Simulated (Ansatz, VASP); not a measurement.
## TiO2 (1T-TiO2, 2 layers, AB stacking) in two plane-wave programs

One calculation is typed for both programs; each brings its own data sets. How far apart do they land? Of the first pair: The structure shown is the start of the Ansatz relaxation below; VASP solves that cell, so the two are compared at the walk's first step.

Program: Ansatz 0.2.0. Level of theory: plane waves, with VASP 6.6.1 beside it; single point at PBE with D3(BJ). Results are calculated unless marked as measured.

## Step 1: Set-up

The cell holds 6 atoms: 4 O and 2 Ti. Cell: a = 2.990 Å, b = 2.990 Å, c = 25.222 Å, α = 90.0°, β = 90.0°, γ = 120.0°. Vacuum lies along c.

## Step 2: Ansatz: relaxation, PBE with D3(BJ)

Ansatz runs on its default PAW (the set named soft_2) files.

The two programs are compared at the cell with which this relaxation starts, whose forces are those of its first step.

input.yaml

```yaml
crystal:
  lattice:
    - [2.99, 0.0, 0.0]
    - [-1.495, 2.5894159573, 0.0]
    - [0.0, 0.0, 25.2223842461]
  atoms:
    - { symbol: O, position: [0.6666666667, 0.3333333333, 0.3370022404] }
    - { symbol: Ti, position: [0.0, 0.0, 0.3857920792] }
    - { symbol: O, position: [0.3333333333, 0.6666666667, 0.434581918] }
    - { symbol: O, position: [0.0, 0.0, 0.565418082] }
    - { symbol: Ti, position: [0.3333333333, 0.6666666667, 0.6142079208] }
    - { symbol: O, position: [0.6666666667, 0.3333333333, 0.6629977596] }
kpoints:
  mp_grid: { grid: [12, 12, 1] }
hamiltonian:
  xc: pbe
  dispersion: d3bj
scf:
  occupations: { method: fermi_dirac, width: 0.05 }
  convergence: { dr2_threshold: 1.0e-08 }
efield:
  axis: 3
  dipole_correction: true
  ramp_position: 0.97
  ramp_width: 0.04
relax:
  f_tol: 0.01
  cell: { fix: [c, alpha, beta] }
output:
  write_potential: true
  write_density: true
  volumetric_format: npy
```

Command:

```
$ ansatz run input.yaml --threads 4 --pin off --max-ram 8192MiB --backend cpu --events-out ev --progress --plain --runs-dir out
```

Numbers of over 12 decimals in the logs are rounded to 6 here.

What it wrote:

```text
Warning: relax.cell: scf.convergence.dr2_threshold = 1e-8 eV is looser than the 6e-10 eV advised for a relaxation that steers and ends on the stress (1e-10 eV for each atom of the cell: 6). What an SCF threshold leaves in a stress goes as its square root, and in the free energy as the threshold itself, and one threshold admits the most on a small cell: [figures from the program's tests cut] Set scf.convergence.dr2_threshold to 6e-10 eV or tighter. The threshold is an SCF's pass mark: one that does not reach it within its budget of iterations ends unconverged, or closes short of it on a stop that the run arms, and scf.convergence.dr2_threshold's page says what that costs each kind of run
Engine: ansatz 0.2.0, aarch64-unknown-linux-gnu
Pseudopotentials: kind: paw
Pseudopotential: O, paw, valence charge 6, recommended cutoff 420 eV (normal), O.paw.azcp
Pseudopotential: Ti, paw, valence charge 12, recommended cutoff 420 eV (normal), Ti.paw.azcp
Functional definition: PBE
  parameter kappa = 0.804
  parameter beta = 0.066725
  exchange = pbe_x(kappa = kappa, mu = beta*pi^2/3)
  correlation = pbe_c(beta = beta)
Crystal: 6 atoms, lattice volume = 195.281 Å³
Basis set: ecut = 420 eV, 3733 PW (Γ), exchange–correlation on 40×40×360 points (8 copies of the dense FFT grid, shifted against one another)
Bands: 30, of which v1, the nominal top of the filled ones, is band 24 counted from 1 (23 counted from 0)
Symmetry: 6 space group operations
k-points: 19 of 144 (time reversal used)
Non-local potential: O, projectors of the file, l = 0: 2, l = 1: 2, l = 2: 1
Non-local potential: Ti, projectors of the file, l = 0: 3, l = 1: 2, l = 2: 3, l = 3: 1
PAW form: soft (Blöchl's): semilocal exchange-correlation on the pseudo side does not see the compensation charge
PAW one-centre angular grid: O, 110 points (default); XC on 64 Gauss nodes
PAW one-centre angular grid: Ti, 590 points (default); XC on 64 Gauss nodes
Initial density: superposition of atomic densities (neutral atoms: chi_scale 0, normalization atom), corrected by the library's trained network
Initial wavefunctions: pseudopotential atomic-orbital guess
Functional: x = pbe(κ = 0.804, μ = 0.219515), c = pbe(β = 0.066725)
SCF iter   1: F=—  HF=-7275.119983 eV  |F-HF|=—  |Δ(HF+E_count)|=         —  Δρ=3.29e-3  dr2=3.21e-2  ethr=1.77e-3  p=0.000 e·Å  D=8.75e-6 V/Å  ΔV_dip=-0.00 eV  dr2_dipole=2.14e-8  V_vac-E_F(+/−)=8.18/8.18 eV  ⟨swp⟩=6.6  Hψ=2663  notcnv=0
efield: sawtooth ramp at fractional position 0.9700 (set: `efield.ramp_position`, or a place that a band, a saddle search or an elastic batch's reference lends), width 0.0400; the density the first Hamiltonian is built on has a dipole p = 0.000 e·Å; the dipole correction subtracts the counter field D = 8.75e-6 V/Å, which shifts the + side's vacuum level by -0.00 eV against the − side's; the planar-averaged density in the ramp window peaks in size at 4.3e-6 e/Å³
preconditioner: auto → none  [insulator: Δε(μ)=1.643 eV  Ē_g=8.199 eV  σ=0.050 eV  W_gap=1.00  n_scr=16 (ndim 8)  ℏωp=15.0 eV  f_vac=0.607  D(μ)=0.00/eV (n_scr^D=0)  ε∞_Penn≈4.4]
SCF iter   2: F=—  HF=-7275.156818 eV  |F-HF|=—  |Δ(HF+E_count)|=   3.68e-2  Δρ=9.54e-3  dr2=3.86e-1  ethr=6.69e-5  p=0.000 e·Å  D=1.08e-4 V/Å  ΔV_dip=-0.00 eV  dr2_dipole=3.69e-7  V_vac-E_F(+/−)=7.82/7.82 eV  ⟨swp⟩=2.9  Hψ=1324  notcnv=0  defer=13
SCF iter   3: F=—  HF=-7275.118389 eV  |F-HF|=—  |Δ(HF+E_count)|=   3.84e-2  Δρ=2.15e-3  dr2=1.84e-2  ethr=6.69e-5  p=0.000 e·Å  D=1.30e-5 V/Å  ΔV_dip=-0.00 eV  dr2_dipole=4.58e-9  V_vac-E_F(+/−)=8.09/8.09 eV  ⟨swp⟩=2.2  Hψ=1016  notcnv=0  defer=13
SCF iter   4: F=—  HF=-7275.117489 eV  |F-HF|=—  |Δ(HF+E_count)|=   8.99e-4  Δρ=1.62e-3  dr2=8.15e-3  ethr=3.84e-5  p=0.000 e·Å  D=2.14e-5 V/Å  ΔV_dip=-0.00 eV  dr2_dipole=3.43e-9  V_vac-E_F(+/−)=8.04/8.04 eV  ⟨swp⟩=2.1  Hψ=852  notcnv=0  defer=13
SCF iter   5: F=—  HF=-7275.117177 eV  |F-HF|=—  |Δ(HF+E_count)|=   3.12e-4  Δρ=7.00e-4  dr2=1.16e-3  ethr=1.70e-5  p=0.000 e·Å  D=7.70e-6 V/Å  ΔV_dip=-0.00 eV  dr2_dipole=2.79e-9  V_vac-E_F(+/−)=8.04/8.04 eV  ⟨swp⟩=1.6  Hψ=658  notcnv=0  defer=13
SCF iter   6: F=—  HF=-7275.117274 eV  |F-HF|=—  |Δ(HF+E_count)|=   9.74e-5  Δρ=2.24e-4  dr2=1.48e-4  ethr=2.43e-6  p=-0.000 e·Å  D=-4.17e-5 V/Å  ΔV_dip=0.00 eV  dr2_dipole=1.52e-7  V_vac-E_F(+/−)=8.04/8.04 eV  ⟨swp⟩=2.2  Hψ=781  notcnv=0  defer=13
SCF iter   7: F=—  HF=-7275.117295 eV  |F-HF|=—  |Δ(HF+E_count)|=   2.05e-5  Δρ=9.53e-5  dr2=3.77e-5  ethr=3.08e-7  p=0.000 e·Å  D=3.44e-4 V/Å  ΔV_dip=-0.01 eV  dr2_dipole=8.10e-6  V_vac-E_F(+/−)=8.03/8.04 eV  ⟨swp⟩=2.1  Hψ=781  notcnv=0  defer=13
[...]
eigensolver tolerance schedule: the retry pair's looser diagonalisation over-reported the residual by 523.49 of it (diagonalisation noise at 0.11 of the residual, at the tolerance the schedule requests for it); recorded, not acted on — ethr = c·dr2/N_el stays at c = 1.0e-1
preconditioner: auto → none  [insulator: Δε(μ)=2.624 eV  Ē_g=9.347 eV  σ=0.050 eV  W_gap=1.00  n_scr=16 (ndim 8)  ℏωp=15.1 eV  f_vac=0.643  D(μ)=0.00/eV (n_scr^D=0)  ε∞_Penn≈3.6]
SCF iter   2: F=—  HF=-7277.644602 eV  |F-HF|=—  |Δ(HF+E_count)|=   5.34e-5  Δρ=2.33e-5  dr2=6.71e-7  ethr=1.09e-9  p=-0.000 e·Å  D=-1.31e-5 V/Å  ΔV_dip=0.00 eV  dr2_dipole=4.66e-9  V_vac-E_F(+/−)=6.88/6.88 eV  ⟨swp⟩=3.1  Hψ=1277  notcnv=0
SCF iter   3: F=—  HF=-7277.644602 eV  |F-HF|=—  |Δ(HF+E_count)|=   8.89e-8  Δρ=1.83e-5  dr2=4.48e-7  ethr=1.09e-9  p=0.000 e·Å  D=1.84e-5 V/Å  ΔV_dip=-0.00 eV  dr2_dipole=1.14e-8  V_vac-E_F(+/−)=6.88/6.88 eV  ⟨swp⟩=2.0  Hψ=873  notcnv=0
SCF iter   4: F=—  HF=-7277.644602 eV  |F-HF|=—  |Δ(HF+E_count)|=   1.39e-8  Δρ=6.30e-6  dr2=6.58e-8  ethr=9.34e-10  p=-0.000 e·Å  D=-1.61e-5 V/Å  ΔV_dip=0.00 eV  dr2_dipole=7.16e-9  V_vac-E_F(+/−)=6.88/6.88 eV  ⟨swp⟩=2.0  Hψ=781  notcnv=0
SCF iter   5: F=—  HF=-7277.644602 eV  |F-HF|=—  |Δ(HF+E_count)|=   7.89e-9  Δρ=3.39e-6  dr2=2.52e-8  ethr=1.37e-10  p=0.000 e·Å  D=8.42e-6 V/Å  ΔV_dip=-0.00 eV  dr2_dipole=2.85e-9  V_vac-E_F(+/−)=6.88/6.88 eV  ⟨swp⟩=2.9  Hψ=890  notcnv=0
SCF iter   6: F=-7277.644602 eV  HF=-7277.644602 eV  |F-HF|=3.46e-9  |Δ(HF+E_count)|=  3.26e-10  Δρ=1.62e-6  dr2=4.83e-9  ethr=2.08e-11  p=0.000 e·Å  D=3.11e-6 V/Å  ΔV_dip=-0.00 eV  dr2_dipole=5.08e-10  V_vac-E_F(+/−)=6.88/6.88 eV  ⟨swp⟩=9.4  Hψ=4070  notcnv=0
SCF 9 converged in 6 iterations: F = -7277.644602 eV  dr2 = 4.83e-9
relax step   9: F+E_penalty+E_count = -7277.64460233 eV  Δ(F+E_penalty+E_count) = +2.046e-3 eV  max|allowed force component| = 3.469e-3 eV/Å  Δτ_max = 0.0000 Å  P = -0.036 GPa  Ω = 193.805 Å³  fix = [c, alpha, beta]  reactions: c -0.027 GPa  stress off target by 4.03e-2 GPa on what of the cell is left free  SCF on the basis re-selected at this cell (its energy is not comparable with the rows above)  (6 SCF iters)
basis re-selected at this cell: Δ(F+E_penalty+E_count) = +2.046e-3 eV, ΔP = -0.027 GPa vs the last step (what re-selecting the basis moved, of the pressure what is left beyond the Pulay correction that the steps carried, after the strain that the cell walked since its last selection, with what the two solves' SCF thresholds leave and, on support functions, any second-order correction that the steps lacked; it is no m [...]
WARN: The output density's exchange-correlation potential varies sharply where the density is thin. Do not read a vacuum level from v_tot or v_xc, or from such a field of the output density. On a cell that repeats whose density bears no net charge and no dipole along the vacuum's axis use v_es (v_loc + v_h of the components); under efield.dipole_correction with no amplitude use v_es + v_field, which holds any externa [...]
SCF converged after 6 iterations
Free energy (F): -7277.644602 eV
Harris-Foulkes:  -7277.644602 eV  (|F-HF|=3.46e-9)
Internal energy: -7277.644602 eV  (E = F + TS)
E sigma→0 (E₀):  -7277.644602 eV
Fermi energy:    -1.473962 eV
Dipole field:    D = -0.000028 V/Å  (p = -0.000030 e·Å, saw-weighted, corrected)
Work function:   Φ+ = 6.8783 eV   Φ− = 6.8776 eV
Levels:          The Fermi level and band energies are counted from a zero that moves with the ramp; work functions are not
--- Per-component energies (eV) ---
  E_band       = -938.595562
  E_kinetic    = 1245.837120
  E_local      = -55348.860197  (includes V_loc(G=0)·N_el)
  E_nonlocal   = 196.768593
  E_hartree    = 27033.497267
  E_xc         = -492.629558
  E_vxc        = -623.827574  (∫ρ·V_xc dr)
  E_paw        = -2721.632633  (= ΣΔE_a)
  E_vpaw       = -475.515353  (= ΣTr[D̂ρ^β])
  E_aug_tail   = 0.010237  (compensation charges beyond the density's cutoff)
  E_efield     = 0.000000  (sawtooth field / dipole correction)
  E_vefield    = 0.000335  (∫n·V_field dr)
  E_ewald      = 22810.409247
  E_disp       = -1.044678  (pairwise vdW)
  E_smearing   = -0.000000  (= −TS)
  E_closure    = -0.000000  (closes the sum)
  Σ components = -7277.644602   (vs F -7277.644602, Δ=0.00e0)
--- Forces (eV/Å), atoms counted from 1 ---
  atom   1  O      0.00000000     0.00000000     0.00347518
  atom   2  Ti    -0.00000000    -0.00000000     0.00137141
  atom   3  O     -0.00000000    -0.00000000    -0.00042810
  atom   4  O     -0.00000000     0.00000000     0.00046651
  atom   5  Ti     0.00000000     0.00000000    -0.00140717
  atom   6  O      0.00000000    -0.00000000    -0.00344075
  max |Σ_I F_I| component: 3.71e-5 eV/Å
--- Stress (GPa, compression-positive) ---
       -0.040300       0.000000       0.000000
        0.000000      -0.040300       0.000000
        0.000000       0.000000      -0.026706
  P = ⅓ Tr σ = -0.0358 GPa (-0.358 kbar)
--- Band table (eV; the first three rows and the last of 19) ---
  k-point 0: bands = [... 20 lower, -3.1253, -3.1253, -3.0835, -3.0835, -0.1898, -0.1898, -0.1828, -0.1828, ... 2 higher]
  k-point 1: bands = [... 20 lower, -3.4357, -3.2846, -3.2359, -3.0441, -0.0915, -0.0790, -0.0242, -0.0111, ... 2 higher]
  k-point 2: bands = [... 20 lower, -3.6295, -3.5708, -3.3002, -2.8770, 0.0584, 0.1120, 0.3374, 0.3541, ... 2 higher]
  k-point 18: bands = [... 20 lower, -4.3799, -4.3523, -3.9146, -3.9145, 0.0383, 0.0383, 1.0907, 1.0983, ... 2 higher]
--- Relaxed structure (8 steps of the walk, 8 accepted, 1 SCFs on fresh bases) ---
  F+E_penalty+E_count = -7277.64460233 eV   max|allowed force component| = 3.469e-3 eV/Å   (the final SCF, on the basis selected at the relaxed cell)
  cell:  # Å, volume = 193.8050 Å³
    - [2.978682, 0.0, 0]
    - [-1.489341, 2.579614, 0]
    - [0, 0, 25.2223842461]
  atoms:
    - { symbol: O, position: [0.666667, 0.333333, 0.372537] }
    - { symbol: Ti, position: [7.856768522002322e-18, 0, 0.410960] }
    - { symbol: O, position: [0.333333, 0.666667, 0.449108] }
    - { symbol: O, position: [-4.534838339422933e-18, 0, 0.550892] }
    - { symbol: Ti, position: [0.333333, 0.666667, 0.589040] }
    - { symbol: O, position: [0.666667, 0.333333, 0.627463] }
```

Reading the cycles: dr2 is the Hartree energy of the density residual (eV), the measure of convergence; HF is the Harris–Foulkes estimate of the energy, which meets the free energy F at convergence.

(Part 1 of 2 ends here.)

[Lines on the potential files, build, host, timing and source positions are cut from VASP's logs without a mark.]

[Logs are printed without paths, hosts, clocks, repeated set-up lines and the standing remarks that a program may print on its own settings, such as how far it seeks lower states.]

[Hosts, paths, dates, database ids (printed as entryN), source tags and the programs' standing remarks are cut or masked in the printed files.]
